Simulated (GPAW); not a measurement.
# A Bi chain with one O atom in line: converging a transmission, part 2 of 4

How do the numerical settings move the conductance of a Bi chain with one O atom in line?

GPAW 26.7.0; GPAW LCAO, PAW setups; Landauer transmission from Green's functions with principal layers (ASE), zero bias.

So far, transmission at the Fermi level (one spin): step 2 (base settings) 1.80; step 3 (SCF mesh 1×1×1) 1.81; step 4 (SCF mesh 1×1×2) 1.80; step 5 (SCF mesh 1×1×6) 1.80.

## (7) Varying the k-points along the lead: lead_nz = 2

The lead's own mesh along the current sets its density and potential; where the lead is aligned to the junction's end layer, a rigid shift drops out.

This step: GPAW LCAO, PAW setups; Landauer transmission from Green's functions with principal layers (ASE), zero bias (GPAW 26.7.0).

run.py reads:

```python
import json
import numpy as np
from ase import Atoms
from ase.transport.calculators import TransportCalculator
from gpaw import GPAW, FermiDirac
from gpaw.lcao.tools import get_lcao_hamiltonian
from scipy.linalg import eigh

# The junction with lead layers at both ends, along the third cell vector
device = Atoms(
    ['Bi', 'Bi', 'Bi', 'Bi', 'O', 'Bi', 'Bi', 'Bi', 'Bi'],
    positions=[
        [4.50000, 4.50000, 1.45000],
        [4.50000, 4.50000, 4.35000],
        [4.50000, 4.50000, 7.25000],
        [4.50000, 4.50000, 10.15000],
        [4.50000, 4.50000, 12.08220],
        [4.50000, 4.50000, 14.01440],
        [4.50000, 4.50000, 16.91440],
        [4.50000, 4.50000, 19.81440],
        [4.50000, 4.50000, 22.71440]],
    cell=[[9.0, 0.0, 0.0], [0.0, 9.0, 0.0], [0.0, 0.0, 24.1644]],
    pbc=True)

# One principal layer of the lead: the first 2 atoms of the device
lead = Atoms(
    ['Bi', 'Bi'],
    positions=[
        [4.50000, 4.50000, 1.45000],
        [4.50000, 4.50000, 4.35000]],
    cell=[[9.0, 0.0, 0.0], [0.0, 9.0, 0.0], [0.0, 0.0, 5.8]],
    pbc=True)

settings = dict(mode='lcao', basis='dzp', xc='PBE', h=0.18,
                occupations=FermiDirac(0.1), maxiter=250,
                mixer=dict(beta=0.1, nmaxold=8, weight=100.0),
                convergence=dict(density=0.0001))
energies = np.arange(-2, 2 + 1e-9, 0.05)
eta = 0.0001
n1, n2 = 1, 1
# k and -k transmit alike, so half of the mesh across the current serves
mesh = [(i, j) for i in range(n1) for j in range(n2) if (i, j) <= (-i % n1, -j % n2)]
weights = np.array([1 if (i, j) == (-i % n1, -j % n2) else 2 for i, j in mesh]) / (n1 * n2)


def ground_state(atoms, size, txt):
    atoms.calc = GPAW(kpts={'size': size, 'gamma': True}, symmetry={'tolerance': 1e-3}, txt=txt, **settings)
    atoms.get_potential_energy()
    return atoms.calc.get_fermi_level()


def blocks(atoms, fermi, points, nz, cells):
    """H - E_F S and S between cell 0 and the cells above it, at each point across the current."""
    kz = np.arange(nz) / nz
    calc = atoms.calc.fixed_density(kpts=[(*k, z) for k in points for z in kz], symmetry='off', txt=None)
    H, S = get_lcao_hamiltonian(calc)
    H = (H - fermi * S).reshape(len(H), len(points), nz, *S.shape[1:])
    S = S.reshape(H.shape[1:])
    phases = [np.exp(-2j * np.pi * kz * R) / nz for R in cells]
    return [(np.einsum('skzij,z->ksij', H, p), np.einsum('kzij,z->kij', S, p)) for p in phases]


def pair(a, b):
    return np.block([[a, b], [b.T.conj(), a]])


def count_channels(h, s, cells, nk=240):
    """Half the number of times that the lead's bands cross each energy, unfolded to its shortest repeat."""
    b = len(h) // cells
    bands = []
    for k in (np.arange(nk + 1) + 0.5) / nk:
        hk, sk = h[:b, :b].copy(), s[:b, :b].copy()
        for R in range(1, cells):
            phase, block = np.exp(2j * np.pi * k * R), slice(R * b, (R + 1) * b)
            hk += h[:b, block] * phase + (h[:b, block] * phase).T.conj()
            sk += s[:b, block] * phase + (s[:b, block] * phase).T.conj()
        bands.append(eigh(hk, sk, eigvals_only=True))
    below = np.array(bands)[:, :, None] < energies
    return (below[1:] != below[:-1]).sum((0, 1)) / 2


fermi_lead = ground_state(lead, (1, 1, 2), 'lead.txt')
fermi_device = ground_state(device, (1, 1, 3), 'device.txt')
T, channels, eigen, tail, misfit, shifts = [], [], [], 0.0, 0.0, []
for first in range(0, len(mesh), 1371):
    points = [(i / n1, j / n2) for i, j in mesh[first:first + 1371]]
    (H0k, S0k), (H1k, S1k), (H2k, _) = blocks(lead, fermi_lead, points, 5, range(3))
    [(Hk, Sk)] = blocks(device, fermi_device, points, 2, [0])
    tail = max(tail, abs(H2k).max())
    for H0, S0, H1, S1, H, S in zip(H0k, S0k, H1k, S1k, Hk, Sk):
        n = len(S0)
        # Shift the lead onto the potential of the device's first layer
        shift = ((H[:, 0, 0] - H0[:, 0, 0]) / S0[0, 0]).real.mean()
        shifts.append(shift)
        misfit = max(misfit, abs(H[:, :n, :n] - H0 - shift * S0).max())
        Tk, Ck, Ek = [], [], []
        for s in range(len(H)):
            t = s % len(H0)  # a lead without moments serves both spins
            h1, s1 = pair(H0[t] + shift * S0, H1[t] + shift * S1), pair(S0, S1)
            leads = dict(h1=h1, s1=s1, energies=energies, eta=eta, eta1=eta, eta2=eta)
            calc = TransportCalculator(h=H[s], s=S, eigenchannels=0, **leads)
            Tk.append(calc.get_transmission())
            Ck.append(count_channels(h1, s1, 4))
        T.append(Tk)
        channels.append(Ck)
        eigen.append(Ek)
T, channels = np.array(T), np.array(channels)
mean, open_channels = np.einsum('kse,k->se', T, weights), np.einsum('kse,k->se', channels, weights)

print(f'basis functions: device {len(S)}, principal layer {n}')
print(f'Fermi level: lead {fermi_lead:.4f} eV, device {fermi_device:.4f} eV; lead shifted by {np.mean(shifts):.4f} eV')
print(f'largest coupling past the next layer {tail:.2e} eV, largest misfit of the first layer {misfit:.3f} eV')
print('  E-E_F (eV)   ' + 'T (one spin)  channels')
for e, t, c in zip(energies, mean.T, open_channels.T):
    print(f'{e:10.3f}  ', *[f'{x:11.4e}' for x in t], *[f'{x:9.4f}' for x in c])

kT = 8.617333e-5 * 200
fine = np.linspace(energies[0], energies[-1], 4001)
both = np.exp(np.interp(fine, energies, np.log(np.maximum(mean.sum(0) * 2 / len(mean), 1e-30))))
fermi = lambda mu: 1 / (1 + np.exp(np.clip((fine - mu) / kT, -200, 200)))
slope = fermi(0) * (1 - fermi(0)) / kT
G = np.trapezoid(both * slope, fine) / 2
seebeck = -np.trapezoid(both * slope * fine, fine) / (2 * G * 200) * 1e6
print(f'conductance at 200 K: {G:.5g} G0 a cell; thermopower {seebeck:.4g} uV/K')
bias = [0.1, 0.2, 0.5, 1.0, 1.5, 2.0]
current = [38.74 * np.trapezoid(both * (fermi(V / 2) - fermi(-V / 2)), fine) for V in bias]
for V, I in zip(bias, current):
    print(f'current from the zero-bias T(E) at {V} V: {I:.5g} uA')
zero = abs(energies).argmin()
json.dump(dict(energies=energies.tolist(), T=mean.tolist(), channels=open_channels.tolist(), G=G, seebeck=seebeck,
               bias=bias, current=current, tail=tail, misfit=misfit, shift=np.mean(shifts), n_device=len(S), n_lead=n,
               fermi=[fermi_lead, fermi_device], energy=device.get_potential_energy(),
               moments=device.get_magnetic_moments().tolist(), mesh=mesh, weights=weights.tolist(),
               T_k=T[:, :, zero].tolist(), eigen=np.array(eigen[0]).tolist()), open('result.json', 'w'))
```

On the command line:

```bash
OMP_NUM_THREADS=1 OPENBLAS_NUM_THREADS=2 python run.py
```

The log of the run:

```text
basis functions: device 197, principal layer 46
Fermi level: lead -3.2058 eV, device -2.6981 eV; lead shifted by 0.0070 eV
largest coupling past the next layer 5.77e-06 eV, largest misfit of the first layer 0.361 eV
  E-E_F (eV)   T (one spin)  [channel counts left out]
    -2.000    3.5197e-01
    -1.950    3.5892e-01
    -1.900    3.6544e-01
    -1.850    3.7152e-01
    -1.800    3.7716e-01
    -1.750    3.8236e-01
    -1.700    3.8711e-01
    -1.650    3.9143e-01
    -1.600    3.9533e-01
    -1.550    3.9881e-01
    -1.500    4.0190e-01
    -1.450    4.0461e-01
    -1.400    4.0696e-01
    -1.350    4.0898e-01
    -1.300    4.1068e-01
    -1.250    6.4951e-01
[...]
1.650    6.5899e-01
     1.700    5.9694e-01
     1.750    5.6411e-01
     1.800    5.4809e-01
     1.850    5.4129e-01
     1.900    5.3941e-01
     1.950    5.4033e-01
     2.000    5.4367e-01
conductance at 200 K: 1.8842 G0 a cell; thermopower -2.45 uV/K
current from the zero-bias T(E) at 0.1 V: 14.584 uA
current from the zero-bias T(E) at 0.2 V: 29.081 uA
current from the zero-bias T(E) at 0.5 V: 71.339 uA
current from the zero-bias T(E) at 1.0 V: 135.85 uA
current from the zero-bias T(E) at 1.5 V: 196.57 uA
current from the zero-bias T(E) at 2.0 V: 259.88 uA
```

It took 83 s on 2 threads of Intel Xeon Platinum 8259CL at 2.50GHz (Skylake/Cascade Lake), shared host; peak memory 1.2 GiB.

This step gave:

```yaml
conductance: 1.884 G₀
thermopower: -2.450 μV/K
largest_coupling_past_the_next_principal_layer: 5.77e-6 eV
largest_misfit_of_the_first_principal_layer: 0.3610 eV
shift_that_aligns_the_lead: 0.007050 eV
transmission_at_the_fermi_level_one_spin: 1.887
```

One spin. Transmission, zone mean against energy, zero at the Fermi level:

```csv
energy (eV),"transmission, zone mean"
-2.00,0.352
-1.85,0.372
-1.70,0.387
-1.60,0.395
-1.45,0.405
-1.30,0.411
-1.15,0.997
-1.05,1.47
-0.90,1.84
-0.75,1.72
-0.60,1.52
-0.50,1.45
-0.35,1.49
-0.20,1.64
-0.05,1.83
0.00,1.89
0.05,1.93
0.15,1.97
0.20,1.97
0.35,1.88
0.50,1.70
0.60,1.59
0.75,1.48
0.90,1.48
1.05,1.59
1.15,1.71
1.25,1.79
1.30,1.78
1.45,1.39
1.60,0.767
1.70,0.597
1.85,0.541
2.00,0.544
```

Not self-consistent under bias; the bias window is split evenly. Table of current through one cell, from the zero-bias transmission by bias:

```csv
bias (V),"current through one cell, from the zero-bias transmission (μA)"
0.100,14.6
0.200,29.1
0.500,71.3
1.000,136
1.500,197
2.000,260
```

The conductance, 1.88 G₀, lies 4.7 % above that of the base run. The first layer now differs from the lead by 0.36 eV after a shift of 0.0070 eV, a far poorer match of lead and junction than at the start, whatever the conductance shows.

## (8) Varying the k-points along the lead: lead_nz = 4

run.py, as its differences from that of step 7:

```diff
@@ -81,3 +81,3 @@
 
-fermi_lead = ground_state(lead, (1, 1, 2), 'lead.txt')
+fermi_lead = ground_state(lead, (1, 1, 4), 'lead.txt')
 fermi_device = ground_state(device, (1, 1, 3), 'device.txt')
```

The log of the run:

```text
basis functions: device 197, principal layer 46
Fermi level: lead -3.0175 eV, device -2.6981 eV; lead shifted by -0.1528 eV
largest coupling past the next layer 5.86e-06 eV, largest misfit of the first layer 0.097 eV
  E-E_F (eV)   T (one spin)  channels
    -2.000    3.3343e-01    1.0000
    -1.950    3.3800e-01    1.0000
    -1.900    3.4239e-01    1.0000
    -1.850    3.4662e-01    1.0000
    -1.800    3.5069e-01    1.0000
    -1.750    3.5461e-01    1.0000
    -1.700    3.5839e-01    1.0000
    -1.650    3.6202e-01    1.0000
    -1.600    3.6552e-01    1.0000
    -1.550    3.6890e-01    1.0000
    -1.500    3.7216e-01    1.0000
    -1.450    3.7555e-01    1.0000
    -1.400    9.3195e-01    3.0000
    -1.350    1.0734e+00    3.0000
    -1.300    1.1685e+00    3.0000
    -1.250    1.2493e+00    3.0000
[...]
1.650    8.4725e-01    3.0000
     1.700    6.9863e-01    3.0000
     1.750    5.5530e-01    3.0000
     1.800    5.0737e-01    1.0000
     1.850    5.0957e-01    1.0000
     1.900    5.1183e-01    1.0000
     1.950    5.1413e-01    1.0000
     2.000    5.1650e-01    1.0000
conductance at 200 K: 1.8113 G0 a cell; thermopower -0.5982 uV/K
current from the zero-bias T(E) at 0.1 V: 14.03 uA
current from the zero-bias T(E) at 0.2 V: 28.035 uA
current from the zero-bias T(E) at 0.5 V: 69.673 uA
current from the zero-bias T(E) at 1.0 V: 136.86 uA
current from the zero-bias T(E) at 1.5 V: 200.89 uA
current from the zero-bias T(E) at 2.0 V: 262.37 uA
```

It took 83 s on 2 threads; peak memory 1.2 GiB.

Numbers from this step:

```
conductance                                    : 1.811 G₀
largest coupling past the next principal layer : 5.86e-6 eV
largest misfit of the first principal layer    : 0.09748 eV
shift that aligns the lead                     : -0.1528 eV
transmission at the Fermi level (one spin)     : 1.812
```

One spin. Table of transmission, zone mean by energy, zero at the Fermi level:

```csv
energy (eV),"transmission, zone mean"
-2.000,0.333
-1.800,0.351
-1.600,0.366
-1.400,0.932
-1.200,1.32
-1.000,1.49
-0.800,1.55
-0.600,1.59
-0.400,1.66
-0.200,1.75
0.000,1.81
0.150,1.83
0.200,1.83
0.400,1.79
0.600,1.73
0.800,1.67
1.000,1.61
1.200,1.55
1.400,1.39
1.600,0.990
1.800,0.507
2.000,0.516
```

Crossings of the lead's bands, unfolded to its shortest repeat. The open channels, zone mean by energy, zero at the Fermi level:

```csv
energy (eV),"open channels, zone mean"
-2.00,1
-1.90,1
-1.80,1
-1.70,1
-1.55,1
-1.45,1
-1.35,3
-1.25,3
-1.15,3
-1.05,3
-0.90,3
-0.80,3
-0.70,3
-0.60,3
-0.50,3
-0.40,3
-0.25,3
-0.15,3
-0.05,3
0.00,3
0.05,3
0.15,3
0.25,3
0.40,3
0.50,3
0.60,3
0.70,3
0.80,3
0.90,3
1.05,3
1.15,3
1.25,3
1.35,3
1.45,3
1.55,3
1.70,3
1.80,1
1.90,1
2.00,1
```

Not self-consistent under bias; the bias window is split evenly. Current through one cell, from the zero-bias transmission against bias:

```csv
bias (V),"current through one cell, from the zero-bias transmission (μA)"
0.100,14.0
0.200,28.0
0.500,69.7
1.000,137
1.500,201
2.000,262
```

The conductance, 1.81 G₀, lies 0.6 % above that of the base run.

## (9) K-points along the lead: lead_nz = 8

run.py, as its differences from that of step 8:

```diff
@@ -81,3 +81,3 @@
 
-fermi_lead = ground_state(lead, (1, 1, 4), 'lead.txt')
+fermi_lead = ground_state(lead, (1, 1, 8), 'lead.txt')
 fermi_device = ground_state(device, (1, 1, 3), 'device.txt')
```

The log of the run:

```text
basis functions: device 197, principal layer 46
Fermi level: lead -2.9128 eV, device -2.6981 eV; lead shifted by -0.1682 eV
largest coupling past the next layer 5.89e-06 eV, largest misfit of the first layer 0.085 eV
  E-E_F (eV)   T (one spin)  [channel counts left out]
    -2.000    3.2713e-01
    -1.950    3.3099e-01
    -1.900    3.3475e-01
[...]
1.950    5.0551e-01
     2.000    5.0756e-01
conductance at 200 K: 1.7856 G0 a cell; thermopower 0.06097 uV/K
current from the zero-bias T(E) at 0.1 V: 13.834 uA
current from the zero-bias T(E) at 0.2 V: 27.663 uA
current from the zero-bias T(E) at 0.5 V: 69.052 uA
current from the zero-bias T(E) at 1.0 V: 137.05 uA
current from the zero-bias T(E) at 1.5 V: 202.13 uA
current from the zero-bias T(E) at 2.0 V: 263.28 uA
```

The job ended after 85 s (2 threads; peak memory 1.2 GiB).

The conductance, 1.79 G₀, lies 0.8 % below that of the base run.

## (10) K-points along the lead: lead_nz = 30

run.py, as its differences from that of step 9:

```diff
@@ -81,3 +81,3 @@
 
-fermi_lead = ground_state(lead, (1, 1, 8), 'lead.txt')
+fermi_lead = ground_state(lead, (1, 1, 30), 'lead.txt')
 fermi_device = ground_state(device, (1, 1, 3), 'device.txt')
```

The log of the run:

```text
basis functions: device 197, principal layer 46
Fermi level: lead -2.8506 eV, device -2.6981 eV; lead shifted by -0.0428 eV
largest coupling past the next layer 5.83e-06 eV, largest misfit of the first layer 0.057 eV
  E-E_F (eV)   T (one spin)  [channel counts left out]
    -2.000    3.3039e-01
    -1.950    3.3460e-01
    -1.900    3.3869e-01
[...]
1.950    5.0996e-01
     2.000    5.1217e-01
conductance at 200 K: 1.7992 G0 a cell; thermopower -0.2834 uV/K
current from the zero-bias T(E) at 0.1 V: 13.938 uA
current from the zero-bias T(E) at 0.2 V: 27.86 uA
current from the zero-bias T(E) at 0.5 V: 69.383 uA
current from the zero-bias T(E) at 1.0 V: 136.96 uA
current from the zero-bias T(E) at 1.5 V: 201.5 uA
current from the zero-bias T(E) at 2.0 V: 262.8 uA
```

Run time: 80 s. Hardware: 2 threads; peak memory 1.2 GiB.

The conductance equals that of the base run to 0.2 %.

## (11) Convergence in the k-points along the lead

The runs and the base run on one axis.

This step: convergence of the conductance (GPAW 26.7.0).

The conductance by k-points along the lead:

```csv
k-points along the lead,conductance (G₀)
2.0,1.88
4.0,1.81
8.0,1.79
19.0,1.80
30.0,1.80
```

## (12) Varying the width of the vacuum box

The images of the wire across the vacuum must not overlap or polarise each other.

This step: GPAW LCAO, PAW setups; Landauer transmission from Green's functions with principal layers (ASE), zero bias (GPAW 26.7.0).

The cell differs from the one that the last finished run ended in (a 9.000 → 5.000 Å, b 9.000 → 5.000 Å).

run.py, as its differences from that of step 10:

```diff
@@ -12,12 +12,12 @@
     positions=[
-        [4.50000, 4.50000, 1.45000],
-        [4.50000, 4.50000, 4.35000],
-        [4.50000, 4.50000, 7.25000],
-        [4.50000, 4.50000, 10.15000],
-        [4.50000, 4.50000, 12.08220],
-        [4.50000, 4.50000, 14.01440],
-        [4.50000, 4.50000, 16.91440],
-        [4.50000, 4.50000, 19.81440],
-        [4.50000, 4.50000, 22.71440]],
-    cell=[[9.0, 0.0, 0.0], [0.0, 9.0, 0.0], [0.0, 0.0, 24.1644]],
+        [2.50000, 2.50000, 1.45000],
+        [2.50000, 2.50000, 4.35000],
+        [2.50000, 2.50000, 7.25000],
+        [2.50000, 2.50000, 10.15000],
+        [2.50000, 2.50000, 12.08220],
+        [2.50000, 2.50000, 14.01440],
+        [2.50000, 2.50000, 16.91440],
+        [2.50000, 2.50000, 19.81440],
+        [2.50000, 2.50000, 22.71440]],
+    cell=[[5.0, 0.0, 0.0], [0.0, 5.0, 0.0], [0.0, 0.0, 24.1644]],
     pbc=True)
@@ -28,5 +28,5 @@
     positions=[
-        [4.50000, 4.50000, 1.45000],
-        [4.50000, 4.50000, 4.35000]],
-    cell=[[9.0, 0.0, 0.0], [0.0, 9.0, 0.0], [0.0, 0.0, 5.8]],
+        [2.50000, 2.50000, 1.45000],
+        [2.50000, 2.50000, 4.35000]],
+    cell=[[5.0, 0.0, 0.0], [0.0, 5.0, 0.0], [0.0, 0.0, 5.8]],
     pbc=True)
@@ -81,3 +81,3 @@
 
-fermi_lead = ground_state(lead, (1, 1, 30), 'lead.txt')
+fermi_lead = ground_state(lead, (1, 1, 19), 'lead.txt')
 fermi_device = ground_state(device, (1, 1, 3), 'device.txt')
```

The log of the run:

```text
basis functions: device 197, principal layer 46
Fermi level: lead 1.2971 eV, device 1.3296 eV; lead shifted by 0.0436 eV
largest coupling past the next layer 5.79e-06 eV, largest misfit of the first layer 0.047 eV
  E-E_F (eV)   T (one spin)  [channel counts left out]
    -2.000    3.7811e-01
    -1.950    3.8190e-01
    -1.900    3.8561e-01
    -1.850    3.8923e-01
    -1.800    3.9279e-01
    -1.750    3.9629e-01
    -1.700    3.9973e-01
    -1.650    4.0312e-01
    -1.600    4.0646e-01
    -1.550    4.0977e-01
    -1.500    4.1305e-01
    -1.450    4.1631e-01
    -1.400    4.1954e-01
    -1.350    4.2276e-01
    -1.300    5.8344e-01
    -1.250    9.8880e-01
[...]
1.650    1.5834e+00
     1.700    1.4167e+00
     1.750    1.2022e+00
     1.800    9.4614e-01
     1.850    6.7115e-01
     1.900    6.5752e-01
     1.950    6.6292e-01
     2.000    6.6849e-01
conductance at 200 K: 2.0263 G0 a cell; thermopower 0.01935 uV/K
current from the zero-bias T(E) at 0.1 V: 15.698 uA
current from the zero-bias T(E) at 0.2 V: 31.382 uA
current from the zero-bias T(E) at 0.5 V: 78.223 uA
current from the zero-bias T(E) at 1.0 V: 154.94 uA
current from the zero-bias T(E) at 1.5 V: 228.98 uA
current from the zero-bias T(E) at 2.0 V: 298.4 uA
```

Run time: 56 s. Hardware: 2 threads; peak memory 0.65 GiB.

Numbers from this step:

- conductance: 2.026 G₀
- largest coupling past the next principal layer: 5.79e-6 eV
- largest misfit of the first principal layer: 0.04657 eV
- shift that aligns the lead: 0.04361 eV
- transmission at the Fermi level (one spin): 2.027

One spin. Table of transmission, zone mean by energy, zero at the Fermi level:

```csv
energy (eV),"transmission, zone mean"
-2.000,0.378
-1.800,0.393
-1.600,0.406
-1.400,0.420
-1.200,1.12
-1.000,1.52
-0.800,1.79
-0.600,1.92
-0.400,1.98
-0.200,2.02
0.000,2.03
0.200,2.01
0.400,1.97
0.600,1.92
0.800,1.89
1.000,1.89
1.200,1.91
1.400,1.91
1.600,1.71
1.800,0.946
2.000,0.668
```

Not self-consistent under bias; the bias window is split evenly. Table of current through one cell, from the zero-bias transmission by bias:

```csv
bias (V),"current through one cell, from the zero-bias transmission (μA)"
0.100,15.7
0.200,31.4
0.500,78.2
1.000,155
1.500,229
2.000,298
```

The conductance, 2.03 G₀, lies 13 % above that of the base run.

(Part 2 of 4 ends here.)

[Logs are printed without paths, hosts, clocks, repeated set-up lines and the standing remarks that a program may print on its own settings, such as how far it seeks lower states.]

[Hosts, paths, dates, database ids (printed as entryN), source tags and the programs' standing remarks are cut or masked in the printed files.]
